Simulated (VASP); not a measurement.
## BaTiO3: input slips in a relaxation and what they do

Some relaxations of BaTiO3 get a fault in the input on purpose. Which of them show, and how? The starting structure is a measured crystal structure from the Crystallography Open Database. The first relaxation on each setting starts from this cell expanded by 3 % in volume.

Calculated with VASP 6.6.1; Kohn-Sham DFT with plane waves and PAW; PBEsol.

**1. Starting point**

The structure is cubic, space group Pm-3m (No. 221). Conventional cell: a = 4.006 Å, b = 4.006 Å, c = 4.006 Å, α = 90.00°, β = 90.00°, γ = 90.00°. Nearest to Ba lie 12 O at 2.83 Å. Nearest to Ti lie 6 O at 2.00 Å. Nearest to O lie 2 Ti at 2.00 Å and 4 Ba at 2.83 Å. Nearest to O lie 2 Ti at 2.00 Å and 4 Ba at 2.83 Å. Farther neighbours and most contacts between anions are not listed.

**2. Reference relaxation**

This run starts from the cell of an earlier relaxation, which isn't shown; the restart sets up the plane waves anew.

Input file INCAR:

```
SYSTEM = BaTiO3
PREC = Accurate
ENCUT = 520
EDIFF = 1E-06
NELM = 100
ISMEAR = 0
SIGMA = 0.03
LREAL = .FALSE.
ALGO = Normal
GGA = PS
NBANDS = 55
ISPIN = 2
MAGMOM = 0 0 1 -1 0 0 0 0 0 0
LASPH = .TRUE.
LMAXMIX = 4
LORBIT = 11
LWAVE = .FALSE.
LCHARG = .FALSE.
KPAR = 16
IBRION = 2
NSW = 50
ISIF = 3
EDIFFG = -0.006
```

Input file POSCAR:

```
BaTiO3
1.0
    3.9846818455      0.0000000000      0.0000000000
    0.0000000000      3.9846818455      0.0000000000
    0.0000000000      0.0000000000      7.9692934014
Ba Ti O
2 2 6
Direct
    0.5000000000      0.5000000000      0.2500000000
    0.5000000000      0.5000000000      0.7500000000
    0.0000000000      0.0000000000      0.0000000000
    0.0000000000      0.0000000000      0.5000000000
    0.0000000000      0.0000000000      0.2500000000
    0.0000000000      0.0000000000      0.7500000000
    0.0000000000      0.5000000000      0.0000000000
    0.0000000000      0.5000000000      0.5000000000
    0.5000000000      0.0000000000      0.0000000000
    0.5000000000      0.0000000000      0.5000000000
```

Input file KPOINTS:

```
Automatic mesh
0
Gamma
6 6 4
0 0 0
```

Potentials, in the order of the species: Ba_sv, Ti_sv and O (PBE family, release 64).

Started as:

```
$ mpirun -np 16 vasp_std
```

The log of the run:

```text
[banner, memory and clock lines left out]
running   16 mpi-ranks, on    1 nodes
 distrk:  each k-point on    1 cores,   16 groups
 distr:  one band on    1 cores,    1 groups

 POSCAR found type information on POSCAR BaTiO
 POSCAR found :  3 types and      10 ions
|                                                                             |
|           W    W    AA    RRRRR   N    N  II  N    N   GGGG   !!!           |
|           W    W   A  A   R    R  NN   N  II  NN   N  G    G  !!!           |
|           W    W  A    A  R    R  N N  N  II  N N  N  G       !!!           |
|           W WW W  AAAAAA  RRRRR   N  N N  II  N  N N  G  GGG   !            |
|           WW  WW  A    A  R   R   N   NN  II  N   NN  G    G                |
|           W    W  A    A  R    R  N    N  II  N    N   GGGG   !!!           |
|                                                                             |
|     For optimal performance we recommend to set                             |
|       NCORE = 2 up to number-of-cores-per-socket                            |
|     NCORE specifies how many cores store one orbital (NPAR=cpu/NCORE).      |
|     This setting can greatly improve the performance of VASP for DFT.       |
|     The default, NCORE=1 might be grossly inefficient on modern             |
|     multi-core architectures or massively parallel machines. Do your        |
|     Unfortunately you need to use the default for GW and RPA                |
|     calculations (for HF NCORE is supported but not extensively tested      |
|     yet).                                                                   |
|                                                                             |

|                                                                             |
|               ----> ADVICE to this user running VASP <----                  |
|                                                                             |
|     You enforced a specific xc type in the INCAR file but a different       |
|     [... a line on the potential file left out ...]
|     I HOPE YOU KNOW WHAT YOU ARE DOING!                                     |
|                                                                             |

 LDA part: xc-table for (Slater+PW92), standard interpolation
 POSCAR, INCAR and KPOINTS ok, starting setup
 FFT: planning ... GRIDC
 FFT: planning ... GRID_SOFT
 FFT: planning ... GRID
 WAVECAR not read
 entering main loop
       N       E                     dE             d eps       ncg     rms          rms(c)
DAV:   1     0.957545820736E+03    0.95755E+03   -0.38760E+04  6600   0.157E+03
DAV:   2     0.360337526504E+02   -0.92151E+03   -0.85366E+03  7104   0.451E+02
DAV:   3    -0.959032378433E+02   -0.13194E+03   -0.12897E+03  8602   0.169E+02
DAV:   4    -0.103865455390E+03   -0.79622E+01   -0.79342E+01  9960   0.378E+01
DAV:   5    -0.104198894945E+03   -0.33344E+00   -0.33318E+00  9162   0.668E+00    0.341E+01
DAV:   6    -0.838599117649E+02    0.20339E+02   -0.93100E+01  9811   0.670E+01    0.139E+01
DAV:   7    -0.842687891843E+02   -0.40888E+00   -0.16720E+01  9021   0.226E+01    0.985E+00
DAV:   8    -0.839805861014E+02    0.28820E+00   -0.19894E+00  9211   0.110E+01    0.335E+00
DAV:   9    -0.839680178295E+02    0.12568E-01   -0.46155E-01  8846   0.399E+00    0.129E+00
DAV:  10    -0.839728513701E+02   -0.48335E-02   -0.80232E-02  8569   0.145E+00    0.117E+00
DAV:  11    -0.839637755575E+02    0.90758E-02   -0.24368E-02  8306   0.140E+00    0.312E-01
DAV:  12    -0.839630687705E+02    0.70679E-03   -0.23815E-03 10203   0.332E-01    0.652E-02
DAV:  13    -0.839629709028E+02    0.97868E-04   -0.66463E-04  7817   0.144E-01    0.394E-02
DAV:  14    -0.839629918305E+02   -0.20928E-04   -0.68515E-05  9723   0.657E-02    0.331E-02
DAV:  15    -0.839630031768E+02   -0.11346E-04   -0.31887E-05  7700   0.293E-02    0.102E-02
DAV:  16    -0.839630033696E+02   -0.19277E-06   -0.35175E-06  7987   0.831E-03
   1 F= -.83963003E+02 E0= -.83963003E+02  d E =-.839630E+02  mag=     0.0000
 curvature:   0.00 expect dE= 0.000E+00 dE for cont linesearch  0.000E+00
 trial: gam= 0.00000 g(F)=  0.540E-60 g(S)=  0.183E-04 ort = 0.000E+00 (trialstep = 0.100E+01)
 search vector abs. value=  0.183E-04
 reached required accuracy - stopping structural energy minimisation
```

Wall time 45 s (16 MPI ranks of Intel Xeon 6975P-C (Granite Rapids), shared host); peak memory 8.2 GiB; 12 min of CPU time.

The logs omit lines about the potential files and the build; timing stands in the text.

From OUTCAR (step 2):

```text
ion  position               nearest neighbor table
   1  0.500  0.500  0.250-   7 2.82   8 2.82   9 2.82  10 2.82   9 2.82  10 2.82   7 2.82   8 2.82
                             5 2.82   5 2.82   5 2.82   5 2.82   3 3.45   4 3.45   4 3.45   4 3.45
   2  0.500  0.500  0.750-   7 2.82   8 2.82   9 2.82  10 2.82   9 2.82  10 2.82   7 2.82   8 2.82
                             6 2.82   6 2.82   6 2.82   6 2.82   3 3.45   4 3.45   4 3.45   4 3.45
   3  0.000  0.000  0.000-   5 1.99   6 1.99   7 1.99   9 1.99   7 1.99   9 1.99   1 3.45   2 3.45
                             1 3.45   1 3.45   2 3.45   2 3.45   1 3.45   2 3.45
   4  0.000  0.000  0.500-   5 1.99   6 1.99   8 1.99  10 1.99   8 1.99  10 1.99   1 3.45   2 3.45
                             1 3.45   1 3.45   2 3.45   2 3.45   1 3.45   2 3.45
   5  0.000  0.000  0.250-   3 1.99   4 1.99   1 2.82   1 2.82   1 2.82   1 2.82
   6  0.000  0.000  0.750-   3 1.99   4 1.99   2 2.82   2 2.82   2 2.82   2 2.82
   7  0.000  0.500  0.000-   3 1.99   3 1.99   1 2.82   2 2.82   1 2.82   2 2.82
   8  0.000  0.500  0.500-   4 1.99   4 1.99   1 2.82   2 2.82   1 2.82   2 2.82
   9  0.500  0.000  0.000-   3 1.99   3 1.99   1 2.82   1 2.82   2 2.82   2 2.82
  10  0.500  0.000  0.500-   4 1.99   4 1.99   1 2.82   1 2.82   2 2.82   2 2.82

  LATTYP: Found a simple tetragonal cell.
 ALAT       =     3.9846818455
 C/A-ratio  =     1.9999823600

 Subroutine GETGRP returns: Found 16 space group operations
 (whereof 16 operations were pure point group operations)

The static configuration has the point symmetry D_4h.

 Found     30 irreducible k-points:

   k-points           NKPTS =     30   k-points in BZ     NKDIM =     30   number of bands    NBANDS=     55

   dimension x,y,z NGX =    30 NGY =   30 NGZ =   60
   dimension x,y,z NGXF=    60 NGYF=   60 NGZF=  120

   ENCUT  =  520.0 eV  38.22 Ry    6.18 a.u.   7.41  7.41 14.82*2*pi/ulx,y,z

   NELECT =      80.0000    total number of electrons

 k-points in reciprocal lattice and weights: Automatic mesh
   0.00000000  0.00000000  0.00000000       0.007
   0.16666667  0.00000000  0.00000000       0.028
   0.33333333  0.00000000  0.00000000       0.028
   0.50000000  0.00000000  0.00000000       0.014
   0.16666667  0.16666667  0.00000000       0.028
   0.33333333  0.16666667  0.00000000       0.056
   0.50000000  0.16666667  0.00000000       0.028
   0.33333333  0.33333333  0.00000000       0.028
   0.50000000  0.33333333  0.00000000       0.028
[...]
0.50000000  0.33333333  0.50000000       0.028
   0.50000000  0.50000000  0.50000000       0.007

 average (electrostatic) potential at core
       1 -32.5968       2 -32.5968       3 -76.6422       4 -76.6422       5 -69.5854
       6 -69.5854       7 -69.5847       8 -69.5847       9 -69.5847      10 -69.5847

 E-fermi :   3.9563

 spin component 1
 k-point     1 :       0.0000    0.0000    0.0000
  band No.  band energies     occupation
    ...
     36       3.0721      1.00000
     37       3.0721      1.00000
     38       3.6635      1.00000
     39       3.6635      1.00000
     40       3.6635      1.00000
     41       5.5185      0.00000
     42       5.5185      0.00000
     43       5.5185      0.00000
     44       5.6909      0.00000
     45       7.3501      0.00000
    ...

 k-point     2 :       0.1667    0.0000    0.0000
  band No.  band energies     occupation
    ...
     36       2.7420      1.00000
     37       2.8977      1.00000
     38       3.0153      1.00000
     39       3.4718      1.00000
     40       3.4718      1.00000
     41       5.5600      0.00000
     42       6.0691      0.00000
     43       6.0692      0.00000
     44       6.1744      0.00000
     45       7.3514      0.00000
    ...

 k-point     3 :       0.3333    0.0000    0.0000
  band No.  band energies     occupation
    ...
     36       2.6524      1.00000
     37       2.7545      1.00000
     38       3.1903      1.00000
     39       3.1903      1.00000
     40       3.5268      1.00000
     41       5.6461      0.00000
     42       6.9529      0.00000
     43       6.9529      0.00000
     44       6.9859      0.00000
     45       7.3560      0.00000
    ...

 k-point     4 :       0.5000    0.0000    0.0000
  band No.  band energies     occupation
    ...
     36       2.9257      1.00000
     37       2.9257      1.00000
     38       3.0719      1.00000
     39       3.0720      1.00000
     40       3.7011      1.00000
     41       5.6909      0.00000
     42       7.3501      0.00000
     43       7.3502      0.00000
     44       7.3589      0.00000
     45       7.3589      0.00000
    ...

 k-point     5 :       0.1667    0.1667    0.0000
  band No.  band energies     occupation
    ...
     36       2.7314      1.00000
     37       2.8303      1.00000
     38       2.8680      1.00000
     39       3.2313      1.00000
     40       3.3285      1.00000
     41       6.0302      0.00000
     42       6.1554      0.00000
     43       6.3378      0.00000
     44       6.5182      0.00000
     45       7.4136      0.00000
    ...

 k-point     6 :       0.3333    0.1667    0.0000
  band No.  band energies     occupation
    ...
     36       2.8726      1.00000
     37       2.8858      1.00000
     38       2.9425      1.00000
     39       3.1190      1.00000
     40       3.5183      1.00000
     41       6.1423      0.00000
     42       6.9630      0.00000
     43       7.0120      0.00000
     44       7.1805      0.00000
     45       7.4826      0.00000
    ...

  Total       -0.0345209     -0.0345209     -0.0375144      0.0000000     -0.0000000      0.0000000
  in kB       -0.4371051     -0.4371051     -0.4750081      0.0000000     -0.0000000      0.0000000
  external PRESSURE =      -0.4497394 kB  Pullay stress =       0.0000000 kB

  energy-cutoff  :      520.00
  volume of cell :      126.53
      direct lattice vectors                 reciprocal lattice vectors
     3.984681845  0.000000000  0.000000000     0.250961065  0.000000000  0.000000000
     0.000000000  3.984681845  0.000000000     0.000000000  0.250961065  0.000000000
     0.000000000  0.000000000  7.969293401     0.000000000  0.000000000  0.125481639

 POSITION                                       TOTAL-FORCE (eV/Angst)
 -----------------------------------------------------------------------------------
      1.99234      1.99234      1.99232         0.000000      0.000000      0.000000
      1.99234      1.99234      5.97697        -0.000000      0.000000     -0.000000
      0.00000      0.00000      0.00000        -0.000000     -0.000000      0.000000
      0.00000      0.00000      3.98465        -0.000000     -0.000000     -0.000000
      0.00000      0.00000      1.99232        -0.000000     -0.000000      0.000000
      0.00000      0.00000      5.97697        -0.000000     -0.000000      0.000000
      0.00000      1.99234      0.00000        -0.000000     -0.000000      0.000000
      0.00000      1.99234      3.98465        -0.000000     -0.000000      0.000000
      1.99234      0.00000      0.00000         0.000000     -0.000000      0.000000
      1.99234      0.00000      3.98465         0.000000     -0.000000      0.000000
 -----------------------------------------------------------------------------------
    total drift:                                0.000000     -0.000000      0.000000

  FREE ENERGIE OF THE ION-ELECTRON SYSTEM (eV)
  ---------------------------------------------------
  free  energy   TOTEN  =       -83.9630033696 eV

  energy  without entropy=      -83.9630033696  energy(sigma->0) =      -83.96300337

 reached required accuracy - stopping structural energy minimisation

 total charge
# of ion       s       p       d       tot
------------------------------------------
    1        2.004   5.636   0.346   7.986
    2        2.004   5.636   0.346   7.986
    3        2.216   6.283   1.721  10.221
    4        2.216   6.283   1.721  10.221
    5        1.559   3.453   0.000   5.012
    6        1.559   3.453   0.000   5.012
    7        1.559   3.453   0.000   5.012
    8        1.559   3.453   0.000   5.012
    9        1.559   3.453   0.000   5.012
   10        1.559   3.453   0.000   5.012
--------------------------------------------------
tot         17.797  44.555   4.136  66.487

 magnetization (x)
# of ion       s       p       d       tot
------------------------------------------
    1        0.000   0.000   0.000   0.000
    2        0.000   0.000   0.000   0.000
    3        0.000  -0.000   0.000   0.000
    4       -0.000   0.000  -0.000  -0.000
    5        0.000   0.000   0.000   0.000
    6        0.000   0.000   0.000   0.000
    7        0.000   0.000   0.000   0.000
    8       -0.000  -0.000   0.000  -0.000
    9        0.000   0.000   0.000   0.000
   10       -0.000  -0.000   0.000  -0.000
--------------------------------------------------
tot          0.000   0.000   0.000   0.000

[... 1 further part left out ...]
```

The moments of the start collapse, so the state is non-magnetic; other starts or orders were not tried. The PAW data sets were made with PBE, which is usual practice but a small mismatch for other functionals. The run keeps the 16 symmetry operations of its start, so it cannot find a distortion of lower symmetry.

The reference relaxation ends at 12.653 Å³ an atom.

**3. Relaxation with a functional's name that the tag doesn't take**

A slip made on purpose: a functional's name that the tag doesn't take. Against step 2 the input has GGA = PBESOL (also changed: NELM).

INCAR: that of step 2 with these lines changed.

```diff
@@ -4,3 +4,3 @@
 EDIFF = 1E-06
-NELM = 100
+NELM = 60
 ISMEAR = 0
@@ -9,3 +9,3 @@
 ALGO = Normal
-GGA = PS
+GGA = PBESOL
 NBANDS = 55
```

POSCAR: that of step 2 with these lines changed.

```diff
@@ -2,5 +2,5 @@
 1.0
-    3.9846818455      0.0000000000      0.0000000000
-    0.0000000000      3.9846818455      0.0000000000
-    0.0000000000      0.0000000000      7.9692934014
+    4.0456659460      0.0000000000      0.0000000000
+    0.0000000000      4.0456659460      0.0000000000
+    0.0000000000      0.0000000000      8.0913318920
 Ba Ti O
```

KPOINTS is that of step 2.

Started as:

```
$ mpirun -np 16 vasp_std
```

The log of the run:

```text
[banner, memory and clock lines left out]
running   16 mpi-ranks, on    1 nodes
[...]
|                                                                             |
|           W    W    AA    RRRRR   N    N  II  N    N   GGGG   !!!           |
|           W    W   A  A   R    R  NN   N  II  NN   N  G    G  !!!           |
|           W    W  A    A  R    R  N N  N  II  N N  N  G       !!!           |
|           W WW W  AAAAAA  RRRRR   N  N N  II  N  N N  G  GGG   !            |
|           WW  WW  A    A  R   R   N   NN  II  N   NN  G    G                |
|           W    W  A    A  R    R  N    N  II  N    N   GGGG   !!!           |
|                                                                             |
|     For optimal performance we recommend to set                             |
|       NCORE = 2 up to number-of-cores-per-socket                            |
|     NCORE specifies how many cores store one orbital (NPAR=cpu/NCORE).      |
|     This setting can greatly improve the performance of VASP for DFT.       |
[...]
|     calculations (for HF NCORE is supported but not extensively tested      |
|     yet).                                                                   |
|                                                                             |

|                                                                             |
|     EEEEEEE  RRRRRR   RRRRRR   OOOOOOO  RRRRRR      ###     ###     ###     |
|     E        R     R  R     R  O     O  R     R     ###     ###     ###     |
|     E        R     R  R     R  O     O  R     R     ###     ###     ###     |
|     EEEEE    RRRRRR   RRRRRR   O     O  RRRRRR       #       #       #      |
|     E        R   R    R   R    O     O  R   R                               |
|     E        R    R   R    R   O     O  R    R      ###     ###     ###     |
|     EEEEEEE  R     R  R     R  OOOOOOO  R     R     ###     ###     ###     |
|                                                                             |
|     Error: One of the selected functionals does not exist.                  |
|                                                                             |
|       ---->  I REFUSE TO CONTINUE WITH THIS SICK JOB ... BYE!!! <----       |
|                                                                             |

1
1
1
1
1
1
1
1
1
1
1
1
1
1
1
1
```

It took 8 s on 16 MPI ranks.

VASP stopped with this message: “Error: One of the selected functionals does not exist”.

(Continued in part 2 of 2.)

[Lines on the potential files, build, host, timing and source positions are cut from VASP's logs without a mark.]

[Logs are printed without paths, hosts, clocks, repeated set-up lines and the standing remarks that a program may print on its own settings, such as how far it seeks lower states.]

[Hosts, paths, dates, database ids (printed as entryN), source tags and the programs' standing remarks are cut or masked in the printed files.]
